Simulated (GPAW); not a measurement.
# NaCl (Fm-3m) in GPAW: settings compared, part 2 of 2

GPAW 26.7.0.

### Step 5. Dielectric tensor, LDA

The input, run.py:

```python
import numpy as np
from ase import Atoms
from ase.dft.bandgap import bandgap
from ase.io import write
from gpaw import GPAW, PW
from gpaw.response.df import DielectricFunction

atoms = Atoms(['Cl', 'Na'],
              cell=[[0.0, 2.7940632177, 2.7940632177],
                    [2.7940632177, 0.0, 2.7940632177],
                    [2.7940632177, 2.7940632177, 0.0]],
              scaled_positions=[[0.5, 0.5, 0.5],
                                [0.0, 0.0, 0.0]],
              pbc=True)

calc = GPAW(mode=PW(600),
            xc='LDA',
            kpts={'size': (7, 7, 7), 'gamma': True},
            occupations={'name': 'fermi-dirac', 'width': 0.001},
            nbands=15,
            convergence={'density': 1e-06},
            maxiter=150,
            txt='gpaw.txt')
atoms.calc = calc
energy = atoms.get_potential_energy()
calc.write('gs.gpw')
write('result.traj', atoms)
print(f'Energy: {energy:.6f} eV')
print('Fermi level:', round(calc.get_fermi_level(), 4), 'eV')
print(f'Gap: {bandgap(calc)[0]:.4f} eV, direct: {bandgap(calc, direct=True)[0]:.4f} eV')

for size in [(15, 15, 15), (21, 21, 21)]:
    name = 'x'.join(str(n) for n in size)
    dense = calc.fixed_density(kpts={'size': size, 'gamma': True},
                               nbands=33, convergence={'bands': 27, 'eigenstates': 1e-7},
                               update_fermi_level=True, txt=f'dense-{name}.txt')
    dense.write(f'{name}.gpw', mode='all')
    df = DielectricFunction(f'{name}.gpw', frequencies=np.array([0.0]), hilbert=False, eta=0.001,
                            ecut=80, nbands=27, intraband=False, txt=f'df-{name}.txt')
    for xc in ['RPA', 'LR0.3', 'Bootstrap']:
        for direction in ['x', 'y', 'z', [0, 1, 1], [1, 0, 1], [1, 1, 0]]:
            e0, e = df.get_macroscopic_dielectric_constant(xc=xc, direction=direction)
            print(f'{name} {xc} {direction}: {e0:.4f} without, {e:.4f} with local fields')
```

Potentials or basis: the program's PAW data sets (release 1.2.1) made for this functional, pw.

Launch:

```bash
$ OMP_NUM_THREADS=1 python run.py
```

gpaw.txt:

```text
__  _  _
 | _ |_)|_||  |
 |__||  | ||/\| - 26.7.0

Input parameters:
  mode=PW(ecut=600.0),
  convergence={'density': 1e-06},
  kpts=MonkhorstPack(size=(7, 7, 7), gamma=True),
  maxiter=150,
  nbands=15,
  occupations=Occupations(name='fermi-dirac', width=0.001),
  xc=XC(name='LDA')

Diagonalizing LCAO Hamiltonian
Converting LCAO to pw mode

                Cl

       Na

Atoms  # Å, Bohr magnetons
|   | symbol |        x |        y |        z |    initial magnetic moments |
|---|--------|----------|----------|----------|-----------------------------|
| 0 |     Cl | 2.794063 | 2.794063 | 2.794063 | ( 0.0000,  0.0000,  0.0000) |
| 1 |     Na | 0.000000 | 0.000000 | 0.000000 | ( 0.0000,  0.0000,  0.0000) |

Unit cell  # Å
| periodic |        x |        y |        z |  lengths |    angles |
|----------|----------|----------|----------|----------|-----------|
|      yes | 0.000000 | 2.794063 | 2.794063 | 3.951402 | 60.000000 |
|      yes | 2.794063 | 0.000000 | 2.794063 | 3.951402 | 60.000000 |
|      yes | 2.794063 | 2.794063 | 0.000000 | 3.951402 | 60.000000 |

Number of symmetries: 48
Symmetry operations  # r_c * U_cc + t_c -> r_c
|    | kind |            matrix            |
|----|------|------------------------------|
|  0 |  σ   |  1, 0, 0,  1, 0,-1,  1,-1, 0 |
|  1 |  C2  |  1, 0, 0,  1,-1, 0,  1, 0,-1 |
|  2 |  E   |  1, 0, 0,  0, 1, 0,  0, 0, 1 |
|  3 |  σ   |  1, 0, 0,  0, 0, 1,  0, 1, 0 |
|  4 |  C4  |  1, 0,-1,  1, 0, 0,  1,-1, 0 |
|  5 |  S6  |  1, 0,-1,  1,-1, 0,  1, 0, 0 |
|  6 |  σ   |  1, 0,-1,  0, 1,-1,  0, 0,-1 |
|  7 |  C3  |  1, 0,-1,  0, 0,-1,  0, 1,-1 |
|  8 |  S6  |  1,-1, 0,  1, 0, 0,  1, 0,-1 |
|  9 |  C4  |  1,-1, 0,  1, 0,-1,  1, 0, 0 |
| 10 |  C3  |  1,-1, 0,  0,-1, 1,  0,-1, 0 |
| 11 |  σ   |  1,-1, 0,  0,-1, 0,  0,-1, 1 |
| 12 |  σ   |  0, 1, 0,  1, 0, 0,  0, 0, 1 |
| 13 |  C4  |  0, 1, 0,  0, 1,-1, -1, 1, 0 |
| 14 |  C3  |  0, 1, 0,  0, 0, 1,  1, 0, 0 |
| 15 |  S6  |  0, 1, 0, -1, 1, 0,  0, 1,-1 |
| 16 |  C2  |  0, 1,-1,  1, 0,-1,  0, 0,-1 |
| 17 |  σ   |  0, 1,-1,  0, 1, 0, -1, 1, 0 |
| 18 |  S4  |  0, 1,-1,  0, 0,-1,  1, 0,-1 |
| 19 |  C4  |  0, 1,-1, -1, 1, 0,  0, 1, 0 |
| 20 |  C3  |  0, 0, 1,  1, 0, 0,  0, 1, 0 |
| 21 |  σ   |  0, 0, 1,  0, 1, 0,  1, 0, 0 |
| 22 |  S6  |  0, 0, 1,  0,-1, 1, -1, 0, 1 |
| 23 |  C4  |  0, 0, 1, -1, 0, 1,  0,-1, 1 |
| 24 |  S4  |  0, 0,-1,  1, 0,-1,  0, 1,-1 |
| 25 |  C3  |  0, 0,-1,  0, 1,-1,  1, 0,-1 |
| 26 |  C2  |  0, 0,-1,  0,-1, 0, -1, 0, 0 |
| 27 |  S6  |  0, 0,-1, -1, 0, 0,  0,-1, 0 |
| 28 |  S4  |  0,-1, 1,  1,-1, 0,  0,-1, 0 |
| 29 |  C4  |  0,-1, 1,  0, 0, 1, -1, 0, 1 |
| 30 |  C2  |  0,-1, 1,  0,-1, 0,  1,-1, 0 |
| 31 |  σ   |  0,-1, 1, -1, 0, 1,  0, 0, 1 |
| 32 |  C3  |  0,-1, 0,  1,-1, 0,  0,-1, 1 |
| 33 |  S6  |  0,-1, 0,  0, 0,-1, -1, 0, 0 |
| 34 |  S4  |  0,-1, 0,  0,-1, 1,  1,-1, 0 |
| 35 |  C2  |  0,-1, 0, -1, 0, 0,  0, 0,-1 |
| 36 |  C2  | -1, 1, 0,  0, 1, 0,  0, 1,-1 |
| 37 |  S6  | -1, 1, 0,  0, 1,-1,  0, 1, 0 |
| 38 |  S4  | -1, 1, 0, -1, 0, 1, -1, 0, 0 |
| 39 |  C3  | -1, 1, 0, -1, 0, 0, -1, 0, 1 |
| 40 |  S6  | -1, 0, 1,  0, 0, 1,  0,-1, 1 |
| 41 |  C2  | -1, 0, 1,  0,-1, 1,  0, 0, 1 |
| 42 |  C3  | -1, 0, 1, -1, 1, 0, -1, 0, 0 |
| 43 |  S4  | -1, 0, 1, -1, 0, 0, -1, 1, 0 |
| 44 |  C2  | -1, 0, 0,  0, 0,-1,  0,-1, 0 |
| 45 |  i   | -1, 0, 0,  0,-1, 0,  0, 0,-1 |
| 46 |  σ   | -1, 0, 0, -1, 1, 0, -1, 0, 1 |
| 47 |  C2  | -1, 0, 0, -1, 0, 1, -1, 1, 0 |

BZ-sampling:
  Number of BZ points: 343
  Number of IBZ points: 20

  Monkhorst-Pack size: [7, 7, 7]
  Monkhorst-Pack shift: [0, 0, 0]

K-points  # in reciprocal-cell coordinates
|     |                                coordinates |     weight |
|-----|--------------------------------------------|------------|
|   0 | (  0.00000000,   0.00000000,   0.00000000) | 0.00291545 |
|   1 | (  0.14285714,   0.14285714,   0.00000000) | 0.01749271 |
|   2 | (  0.14285714,   0.14285714,   0.14285714) | 0.02332362 |
|   3 | (  0.28571429,   0.14285714,   0.14285714) | 0.03498542 |
|   4 | (  0.28571429,   0.28571429,   0.00000000) | 0.01749271 |
|   5 | (  0.28571429,   0.28571429,   0.14285714) | 0.06997085 |
|   6 | (  0.28571429,   0.28571429,   0.28571429) | 0.02332362 |
|   7 | (  0.42857143,  -0.28571429,  -0.28571429) | 0.03498542 |
|   8 | (  0.42857143,   0.28571429,  -0.42857143) | 0.13994169 |
|   9 | (  0.42857143,   0.28571429,  -0.28571429) | 0.06997085 |
| ... |                                            |            |
|  19 | (  0.42857143,   0.42857143,   0.42857143) | 0.02332362 |

Plane wave coefficients: 1468
Cutoff: 600.0 eV

Spin-components: 1 (collinear spins)
Bands:           15
Projectors:      10
Spin-degeneracy: 2
Datatype:        complex128

Parallelization:
  kpt:    1
  domain: 1
  band:   1

Density:
  Valence electrons: 14.0
  Components: 1
  Grid points: [24 24 24]
  Charge: 0.0  # |e|

Potential:
  Grid points: [24 24 24]

species:
  Cl:
    name:    Chlorine
    Z:       17.0
    valence: 7
    core:    10
    charge:  0.0  # [|e|]
    compensation charges:
      type: gauss
      rc: 0.25  # [Å]
      lmax: 2
    cutoffs:
      filter: 1.40  # [Å]
      core: 1.49  # [Å]
    projectors
    | kind |    occ | energy [eV] | rcut [Å] |
    |------|--------|-------------|----------|
    |   3s |  2.000 |     -20.688 |    0.794 |
    |   3p |  5.000 |      -8.701 |    0.794 |
    |    s |        |       6.523 |    0.794 |
    |    p |        |      18.511 |    0.794 |
    |    d |        |       0.000 |    0.794 |

    Using partial waves for Cl as LCAO basis

  Na:
    name:    Sodium
    Z:       11.0
    valence: 7
    core:    4
    charge:  0.0  # [|e|]
    compensation charges:
      type: gauss
      rc: 0.37  # [Å]
      lmax: 2
    cutoffs:
      filter: 2.17  # [Å]
      core: 2.59  # [Å]
    projectors
    | kind |    occ | energy [eV] | rcut [Å] |
    |------|--------|-------------|----------|
    |   3s |  1.000 |      -2.819 |    1.201 |
    |   2p |  6.000 |     -28.826 |    1.217 |
    |   3p |  0.000 |      -0.774 |    1.217 |
    |    s |        |      24.392 |    1.201 |
    |    d |        |       0.000 |    1.238 |

    Using partial waves for Na as LCAO basis

Reference energy: -16917.838178  # eV

eigensolver:
  PPCG
  Converge bands: occupied
  niter=2

density mixing:
  MSR1-Mixer
  Pratt-step length: 0.05
  Maximum mixing coefficient: 0.75
  Old densities: 10
  SVD Regularization: 0.005
  Good broyden scale: 1.0
  Trust region scale: 1.0
  Backstep threshold: 4.0
  History deletion threshold: 6.0
  Fourier metric: weight=20.0, sigma=0.015

occupation numbers:
  Fermi-Dirac:
    width: 0.0010  # eV

poisson solver:
  ecut: 4800.0  # eV

xc functional:
  name: None

convergence criteria:
- Maximum integral of absolute [dens]ity change: 1e-06 electrons / valence electron
- Maximum [total energy] change in last 3 cyles: 0.0005 eV / valence electron
- Maximum integral of absolute [eigenst]ate change: 4e-08 eV^2 / valence electron
maximum number of iterations: 150

SCF iterations
|iter     | |      energy | eigst |  dens |
|---------|-|-------------|-------|-------|
|iter:   1| |   -7.466423 | -0.75 |       |
|iter:   2| |   -7.450735 | -2.99 | -1.36 |
|iter:   3| |   -7.383892 | -2.52 | -1.40 |
|iter:   4| |   -7.383685 | -4.13 | -1.91 |
|iter:   5| |   -7.383691c| -4.97 | -2.42 |
|iter:   6| |   -7.383693c| -6.48 | -3.46 |
|iter:   7| |   -7.383694c| -7.68c| -3.91 |
|iter:   8| |   -7.383694c| -7.80c| -4.90 |
|iter:   9| |   -7.383694c| -8.99c| -5.97 |
|iter:  10| |   -7.383694c| -9.46c| -6.27c|

Converged in 10 steps
Energy contributions relative to reference atoms: (reference = -16917.838178)

Energy contributions:
  Kinetic:           6.842097
  Coulomb:          -7.104856
  Zero:             -0.002152
  External:          0.000000
  Xc:               -7.118784
  Entropy:          -0.000000
  Spinorbit:         0.000000
  ----------------------------
  Free energy:      -7.383694
  Extrapolated:     -7.383694

dipole moment: (-5.260510, -5.260510, -5.260510)  # |e|*Ang

Fermi level: 1.441
Eigenvalues  # (at kpt = [0.000, 0.000, 0.000])
| band index |      eig [eV] | occ [0-2] |
|------------|---------------|-----------|
|          0 |       -21.342 |     2.000 |
|          1 |       -21.342 |     2.000 |
|          2 |       -21.342 |     2.000 |
|          3 |       -13.269 |     2.000 |
|          4 |        -0.598 |     2.000 |
|          5 |        -0.598 |     2.000 |
|          6 |        -0.598 |     2.000 |
|          7 |         4.205 |     0.000 |
|          8 |        10.187 |     0.000 |
|          9 |        10.187 |     0.000 |
|         10 |        10.187 |     0.000 |
|         11 |        12.351 |     0.000 |
|         12 |        12.351 |     0.000 |
|         13 |        13.984 |     0.000 |
|         14 |        16.392 |     0.000 |

Gap: 4.803 eV
Transition (v -> c):
  (s=0, k=0, n=6, [0.00, 0.00, 0.00]) -> (s=0, k=0, n=7, [0.00, 0.00, 0.00])
No difference between direct/indirect transitions
# Writing to gs.gpw (mode='')
```

It took 5 min on 1 thread of Arm Neoverse V2, shared host; peak memory 0.71 GiB.

What came out:

```yaml
Free_energy: -7.3837 eV
Band_gap_on_the_k_mesh: 4.80 eV, direct
Electronic_dielectric_tensor_diagonal: 2.45
```

Electronic dielectric tensor:
```
2.45 0.00 0.00
0.00 2.45 0.00
0.00 0.00 2.45
```

Caveat: the long-wavelength limit can be off by a per cent or two; an odd mesh through Γ misses points on the zone boundary, where band edges often lie.

### Step 6. The reference run

An earlier run on the cell as given: functional PBEsol; potentials or basis PAW data sets generated in the run's folder for this functional; cutoff 800 eV; basis pw; k mesh 8 × 8 × 8; occupations fermi-dirac, width 0.05 eV; no spin polarisation.

* Pressure: 0.2 GPa
* Band gap on the k mesh: 5.04 eV, direct

### Step 7. Overview

```tsv
task	level	potentials or basis	k mesh	cutoff (eV)	smearing	response ecut	response k mesh	response bands	kernels	coarser k mesh	gap on the mesh (eV)
equation of state	r2SCAN	GPAW PAW data sets (gpaw-data 1.2.1), pw	8 × 8 × 8	800	fermi-dirac 0.05 eV	-	-	-	-	-	-
dielectric tensor	LDA	the program's PAW data sets (release 1.2.1) made for this functional, pw	7 × 7 × 7	600	fermi-dirac 0.001 eV	80 eV	21 × 21 × 21	27	["RPA", "LR0.3", "Bootstrap"]	15 × 15 × 15	4.80
single point	PBEsol	PAW data sets generated in the run's folder for this functional, pw	8 × 8 × 8	800	fermi-dirac 0.05 eV	-	-	-	-	-	5.04
```

Alike in all rows: no spin polarisation; cell as given.

Caveats: the points scatter about the fit (some runs); the PAW data sets were made with another functional, which shifts forces and pressure a little (some runs); the long-wavelength limit can be off by a per cent or two (some runs); an odd mesh through Γ misses points on the zone boundary, where band edges often lie (some runs).

Total energies depend on the potentials used, so only differences within one code and one set of settings carry meaning.

### Step 8. How close it comes

Step 5. Against the measured high-frequency dielectric constant of NaCl, 2.34 (80 K; a printed reference work, textbook), the calculated 2.45 is off by +4.6 %.
